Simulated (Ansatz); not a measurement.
Co: equation of state with PBE

The system is Co.

```
Co
1.0
     2.47056    0.00000    0.00000
    -1.23528    2.13957    0.00000
     0.00000    0.00000    8.08823
Co
4
Direct
  0.66667 0.33333 0.75000
  0.00000 0.00000 0.50000
  0.33333 0.66667 0.25000
  0.00000 0.00000 0.00000
```

```json
{
  "Program": "Ansatz 0.2.0",
  "Task": "equation of state",
  "Functional": "PBE",
  "Potentials or basis": "Ansatz PAW polarizable",
  "Cutoff": "420 eV",
  "Density cutoff": "1680 eV",
  "k mesh": "12 × 12 × 4",
  "Occupations": "fermi-dirac, width 0.05 eV",
  "Spin": "collinear spin, ferromagnetic start",
  "Starting moments": "[2.0, 2.0, 2.0, 2.0] μB"
}
```

```json
{
  "Equilibrium volume": "10.92 Å³/atom",
  "Bulk modulus at fixed shape and positions": "210 GPa",
  "Pressure derivative of the bulk modulus": "3.9"
}
```

Energy against volume, from the lowest point:
```tsv
volume (Å³/atom)	energy (meV/atom)
10.047	52.33
10.261	28.83
10.475	12.70
10.688	3.27
10.902	0.00
11.116	2.26
11.330	9.48
```

All runs of the series together: 92 s on 2 threads of Arm Neoverse V1, with other jobs on the host.

Caveat: the cell was scaled at fixed shape and fractional positions, which overstates the stiffness of a crystal with free parameters, most of all of layers and chains.
